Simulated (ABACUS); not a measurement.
# AlN (P6_3mc) in ABACUS: further runs

The runs below take AlN through single point, with LDA, PBE, PBEsol, revPBE, SOGGA.

Program: ABACUS 3.10.1. These are calculated values, not measurements. Logs are shortened: lines on timing, memory, paths and dates and some standing lists are left out, and cuts for length are marked.

**Experimental background.**

“Structural and optical properties of self-assembled AlN nanowires grown on SiO2/Si substrates by molecular beam epitaxy”, 2024, arxiv:2402.00216 quotes, for a bulk crystal of AlN at 0 K: band gap 6.0343 eV (an exciton energy, a little under the gap).

“Self-assembly of well-separated AlN nanowires directly on sputtered metallic TiN films”, 2019, arxiv:1910.07391 quotes, for a bulk crystal of AlN at 10 K: band gap 6.034 eV (an exciton energy, a little under the gap).

The results are compared with them further down.

## (1) Starting point

The structure is hexagonal, space group P6_3mc (No. 186). Conventional cell: a = 3.113 Å, b = 3.113 Å, c = 4.981 Å, α = 90.00°, β = 90.00°, γ = 120.00°. Al (site symmetry 3m) is surrounded by 4 N at 1.89 Å. N (site symmetry 3m) has 4 Al at 1.89 Å as nearest neighbours.

## (2) Single point, LDA

INPUT

```
INPUT_PARAMETERS
suffix              AlN
calculation         scf
basis_type          lcao
pseudo_dir          ./
orbital_dir         ./
symmetry            1
dft_functional      pz
ecutwfc             100
pseudo_rcut         7
nspin               1
nbands              12
ks_solver           genelpa
smearing_method     fd
smearing_sigma      0.00367493
scf_thr             1e-07
scf_nmax            100
mixing_type         broyden
mixing_beta         0.7
cal_force           1
cal_stress          1
out_mul             1
```

STRU

```
ATOMIC_SPECIES
Al 26.9815 Al.upf
N 14.0070 N.upf

NUMERICAL_ORBITAL
Al_confined-atom_8au_2s2p1d.orb
N_confined-atom_6au_2s2p1d.orb

LATTICE_CONSTANT
1.8897261246

LATTICE_VECTORS
3.1130000000 0.0000000000 0.0000000000
-1.5565000000 2.6959370820 0.0000000000
0.0000000000 0.0000000000 4.9810000000

ATOMIC_POSITIONS
Cartesian

Al
0.0
2
1.5565000002 0.8986456939 2.4905000000 1 1 1
-0.0000000002 1.7972913881 0.0000000000 1 1 1

N
0.0
2
1.5565000002 0.8986456939 4.3832800000 1 1 1
-0.0000000002 1.7972913881 1.8927800000 1 1 1
```

KPT

```
K_POINTS
0
Gamma
10 10 6 0 0 0
```

Potentials or basis: PseudoDojo NC SR 0.4.1 PBE standard, DZP LCAO (the cutoffs set its grid).

Run with:

```console
$ OMP_NUM_THREADS=1 mpirun -np 4 abacus > log
```

running log:

```text
ABACUS v3.10.1

               Atomic-orbital Based Ab-initio Computation at UStc

 ------------------------------------------------------------------------------------

 READING GENERAL INFORMATION
                           global_out_dir = OUT.AlN/
                           global_in_card = INPUT
                               pseudo_dir = ./
                              orbital_dir = ./
                                    DSIZE = 4
                                    GSIZE = 1

 READING UNITCELL INFORMATION
                                    ntype = 2
                  lattice constant (Bohr) = 1.88973
              lattice constant (Angstrom) = 1

 READING ATOM TYPE 1
                               atom label = Al
                      L=0, number of zeta = 2
                      L=1, number of zeta = 2
                      L=2, number of zeta = 1
             number of atom for this type = 2

 READING ATOM TYPE 2
                               atom label = N
                      L=0, number of zeta = 2
                      L=1, number of zeta = 2
                      L=2, number of zeta = 1
             number of atom for this type = 2

                        TOTAL ATOM NUMBER = 4
CARTESIAN COORDINATES ( UNIT =       1.889726124600 Bohr ).
    atom                   x                   y                   z     mag                  vx                  vy                  vz
tauc_Al1            1.5565000002        0.8986456939        2.4905000000  0.0000        0.0000000000        0.0000000000        0.0000000000
tauc_Al2           -0.0000000002        1.7972913881        0.0000000000  0.0000        0.0000000000        0.0000000000        0.0000000000
tauc_N1            1.5565000002        0.8986456939        4.3832800000  0.0000        0.0000000000        0.0000000000        0.0000000000
tauc_N2           -0.0000000002        1.7972913881        1.8927800000  0.0000        0.0000000000        0.0000000000        0.0000000000

                          Volume (Bohr^3) = 282.099
                             Volume (A^3) = 41.8028

 Lattice vectors: (Cartesian coordinate: in unit of a_0)
               +3.113                  +0                  +0
              -1.5565            +2.69594                  +0
                   +0                  +0              +4.981
 Reciprocal vectors: (Cartesian coordinate: in unit of 2 pi/a_0)
            +0.321234           +0.185464                  -0
                   -0           +0.370929                  -0
                   +0                  -0           +0.200763
 The esolver type has been set to : ksdft_lcao

                PAO radial cut off (Bohr) = 7

 Read in pseudopotential file is Al.upf
                     pseudopotential type = NC
          exchange-correlation functional = PBE
                 nonlocal core correction = 1
                        valence electrons = 3
[... 223 lines left out ...]
                        extended fft grid = [ 13, 13, 17 ]
                dimension of extened grid = [ 35, 35, 55 ]
                            UnitCellTotal = 75
              Atom number in sub-FFT-grid = 4
    Local orbitals number in sub-FFT-grid = 52
                                ParaV.nnr = 36322
                                 init_chg = atomic

 LCAO ALGORITHM --------------- ION=   1  ELEC=   1--------------------------------

 Density error is 0.274202294678
----------------------------------------------------------
     Energy           Rydberg                 eV
----------------------------------------------------------
 E_KohnSham     -50.5784459017       -688.1550602479
 E_Harris       -46.0440779978       -626.4618199267
 E_Fermi        0.5484770079         7.4624125288
----------------------------------------------------------
[... 80 lines left out ...]
 Density error is 3.16571258237e-08
----------------------------------------------------------
     Energy           Rydberg                 eV
----------------------------------------------------------
 E_KohnSham     -50.9820837003       -693.6468342374
 E_KS(sigma->0) -50.9820837003       -693.6468342374
 E_Harris       -50.9820839355       -693.6468374375
 E_band         2.0494046598         27.8835808814
 E_one_elec     -1.8377400622        -25.0037362882
 E_Hartree      11.1303166780        151.4357273652
 E_xc           -16.7882120318       -228.4153428643
 E_Ewald        -43.4864482844       -591.6634824502
 E_entropy(-TS) -0.0000000000        -0.0000000000
 E_descf        0.0000000000         0.0000000000
 E_exx          0.0000000000         0.0000000000
 E_Fermi        0.6079465400         8.2715370231
----------------------------------------------------------

 charge density convergence is achieved
 final etot is -693.64683424 eV
 EFERMI = 8.2715370231 eV

 STATE ENERGY(eV) AND OCCUPATIONS    NSPIN == 1
 1/56 kpoint (Cartesian) = 0.0000 0.0000 0.0000 (1190 pws)
       1       -8.15075     0.00333333
       2       -5.97355     0.00333333
       3       0.929119     0.00333333
       4        6.18528     0.00333333
       5        6.18528     0.00333333
       6        6.84522     0.00333333
       7        6.84522     0.00333333
       8        7.10833     0.00333333
       9        11.6123    3.20442e-32
      10        13.8329    1.64914e-51
      11        18.0524    3.69270e-88
      12        18.0524    3.69270e-88
[... 57 lines left out ...]
 6/56 kpoint (Cartesian) = 0.16062 0.27820 0.0000 (1219 pws)
       1       -6.20746      0.0100000
       2       -5.48086      0.0100000
       3        1.49354      0.0100000
       4        2.82005      0.0100000
       5        3.61373      0.0100000
       6        4.89366      0.0100000
       7        5.18816      0.0100000
       8        6.33837      0.0100000
       9        12.6730    5.87656e-41
      10        12.6914    4.07227e-41
      11        15.6455    8.93275e-67
      12        17.2578    8.84452e-81

[... levels at 50 further k points ...]

 correction force for each atom along direction 1 is -0.00446446
 correction force for each atom along direction 2 is 0.00268587
 correction force for each atom along direction 3 is -1.46389e-06
------------------------------------------------------------------------------------------
 TOTAL-FORCE (eV/Angstrom)
------------------------------------------------------------------------------------------
                       Al1         0.0000000000         0.0000000000        -0.1340259966
                       Al2         0.0000000000         0.0000000000        -0.1340259966
                        N1         0.0000000000         0.0000000000         0.1340259966
                        N2         0.0000000000         0.0000000000         0.1340259966
------------------------------------------------------------------------------------------

----------------------------------------------------------------
 TOTAL-STRESS (KBAR)
----------------------------------------------------------------
        16.1126655418         0.0000000000         0.0000000000
        -0.0000000000        16.1126655416         0.0000000000
         0.0000000000         0.0000000000        33.2554168840
----------------------------------------------------------------
 TOTAL-PRESSURE: 21.826916 KBAR

 --------------------------------------------
 !FINAL_ETOT_IS -693.6468342373698306 eV
 --------------------------------------------
```

mulliken.txt:

```text
 0
CALCULATE THE MULLIkEN ANALYSIS FOR EACH ATOM
 Total charge:	16
Decomposed Mulliken populations
0                             Zeta of Al              Spin 1
s                                      0              1.0350
s                                      1             -0.0751
SUM OVER M+Zeta                                       0.9599

pz                                     0              0.1093
px                                     0              0.1651
py                                     0              0.0861
SUM OVER M                                            0.3604
pz                                     1              0.0219
px                                     1             -0.0064
py                                     1              0.0595
SUM OVER M                                            0.0750
SUM OVER M+Zeta                                       0.4354
[... 85 lines left out ...]
dz^2                                   0              0.0033
dxz                                    0              0.0035
dyz                                    0              0.0027
dx^2-y^2                               0              0.0029
dxy                                    0              0.0051
SUM OVER M                                            0.0174
SUM OVER M+Zeta                                       0.0174

SUM OVER M+Zeta+L                                     5.7154

Total Charge on atom:                  N              5.7154
```

Wall time 4.9 s (4 MPI ranks of Intel Xeon 6975P-C (Granite Rapids), shared host); peak memory 0.4 GiB.

What came out:

| Property | Result |
| --- | --- |
| Free energy | -693.6468 eV |
| Pressure | 2.2 GPa |
| Largest force | 0.134 eV/Å |
| Band gap on the k mesh | 4.50 eV, direct |
| Mulliken charges | Al +0.73, +0.70; N -0.71, -0.72 e |

Forces on the atoms (eV/Å):
```
Al   0.000  0.000 -0.134
Al   0.000  0.000 -0.134
N    0.000  0.000  0.134
N    0.000  0.000  0.134
```

Caveat: the atomic orbitals were generated for these runs and aren't a published set; Mulliken charges move with the basis; the potentials were made for another functional, which shifts forces and pressure; the basis of atomic orbitals isn't converged, which shifts pressures, moduli and gaps.

## (3) Single point, PBE

Changes to INPUT since step 2:

```diff
@@ -7,3 +7,3 @@
 symmetry            1
-dft_functional      pz
+dft_functional      pbe
 ecutwfc             100
```

STRU is that of step 2.

KPT is that of step 2.

Potentials or basis: PseudoDojo NC SR 0.4.1 PBE standard, DZP LCAO (the cutoffs set its grid).

Run with:

```console
$ OMP_NUM_THREADS=1 mpirun -np 4 abacus > log
```

running log:

```text
ABACUS v3.10.1

               Atomic-orbital Based Ab-initio Computation at UStc

 ------------------------------------------------------------------------------------

 READING GENERAL INFORMATION
                           global_out_dir = OUT.AlN/
                           global_in_card = INPUT
                               pseudo_dir = ./
                              orbital_dir = ./
                                    DSIZE = 4
                                    GSIZE = 1

 READING UNITCELL INFORMATION
                                    ntype = 2
                  lattice constant (Bohr) = 1.88973
              lattice constant (Angstrom) = 1

[... 461 lines left out ...]
       9        12.9364    1.47782e-41
      10        12.9371    1.45516e-41
      11        15.8622    5.70386e-67
      12        17.4588    7.72939e-81

[... levels at 50 further k points ...]

 correction force for each atom along direction 1 is -0.00431264
 correction force for each atom along direction 2 is 0.00262566
 correction force for each atom along direction 3 is -1.31918e-06
------------------------------------------------------------------------------------------
 TOTAL-FORCE (eV/Angstrom)
------------------------------------------------------------------------------------------
                       Al1         0.0000000000         0.0000000000        -0.1257935702
                       Al2         0.0000000000         0.0000000000        -0.1257935702
                        N1         0.0000000000         0.0000000000         0.1257935702
                        N2         0.0000000000         0.0000000000         0.1257935702
------------------------------------------------------------------------------------------

----------------------------------------------------------------
 TOTAL-STRESS (KBAR)
----------------------------------------------------------------
        41.3073114362        -0.0000000000         0.0000000000
        -0.0000000000        41.3073114356        -0.0000000000
         0.0000000000         0.0000000000        60.2584229180
----------------------------------------------------------------
 TOTAL-PRESSURE: 47.624349 KBAR

 --------------------------------------------
 !FINAL_ETOT_IS -695.5365291528497664 eV
 --------------------------------------------
```

stdout:

```text
ABACUS v3.10.1

               Atomic-orbital Based Ab-initio Computation at UStc

 UNIFORM GRID DIM        : 40 * 40 * 60
 UNIFORM GRID DIM(BIG)   : 8 * 8 * 20
 ---------------------------------------------------------
[... 27 lines left out ...]
----------------------------------------------------------------
 TOTAL-STRESS (KBAR)
----------------------------------------------------------------
        41.3073114362        -0.0000000000         0.0000000000
        -0.0000000000        41.3073114356        -0.0000000000
         0.0000000000         0.0000000000        60.2584229180
----------------------------------------------------------------
 TOTAL-PRESSURE: 47.624349 KBAR
```

Run time: 4.8 s. Hardware: 4 MPI ranks of Intel Xeon 6975P-C (Granite Rapids), shared host; peak memory 0.4 GiB.

Results:

```
Free energy            : -695.5365 eV
Pressure               : 4.8 GPa
Largest force          : 0.126 eV/Å
Band gap on the k mesh : 4.60 eV, direct
Mulliken charges       : Al +0.76, +0.74; N -0.75 e
```

Forces on the atoms (eV/Å):
```
Al   0.000  0.000 -0.126
Al   0.000  0.000 -0.126
N    0.000  0.000  0.126
N    0.000  0.000  0.126
```

Levels at points of the mesh, in eV from the valence-band top:
```tsv
k point	band 5	band 6	band 7	band 8	band 9	band 10	band 11	band 12
(0.00, 0.00, 0.00)	-0.92	-0.26	-0.26	0.00	4.60	6.83	11.02	11.06
(0.50, 0.50, 0.00)	-3.45	-2.19	-1.88	-0.76	5.71	5.71	8.64	10.24
(0.00, 0.00, 0.50)	-0.59	-0.59	-0.59	-0.59	6.76	6.76	10.50	10.50
(0.50, 0.50, 0.50)	-1.55	-1.55	-1.45	-1.45	5.24	5.24	9.20	9.20
```

Caveat: the atomic orbitals were generated for these runs and aren't a published set; Mulliken charges move with the basis; the basis of atomic orbitals isn't converged, which shifts pressures, moduli and gaps.

[end of part 1 of 2]
